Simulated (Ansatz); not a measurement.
We consider cubic perovskite CsPbI3 (cubic high-temperature phase), described by LDA in Ansatz (PAW).

Run with plane-wave cutoff 520 eV, 6×6×6 k mesh, Fermi–Dirac smearing 0.01 eV, scalar-relativistic PAW data made under PBE.

The volume scan:

```csv
V (Å³/atom),E − E_lowest (meV/atom),P (GPa)
43.540,12.22,1.484
44.466,5.26,0.935
45.393,1.30,0.446
46.319,0.00,0.011
47.245,1.08,-0.377
48.172,4.28,-0.723
49.098,9.36,-1.030
```

**Question.** Estimate the bulk modulus from the pressures at 45.393 and 47.245 Å³/atom, and compare it with a fit to all energies.

**Answer.** B = −V dP/dV. Between V = 45.393 and 47.245 Å³/atom, dP/dV = (-0.377 − (0.446))/(47.245 − 45.393) = -0.444 GPa per Å³/atom; at the midpoint 46.319 Å³/atom this gives B ≈ 20.6 GPa. The third-order Birch–Murnaghan fit gives V0 = 46.343 Å³/atom, B0 = 20.5 GPa, B′ = 4.8, which lies within 1 % of that estimate.

Note: the relaxation could not lower the start's symmetry, so the cell can be a saddle point above a distorted one.

Spin–orbit coupling is not included; it can shift volumes and moduli of such heavy elements.

Computed values are for the static lattice.

Ansatz is an electronic-structure program.
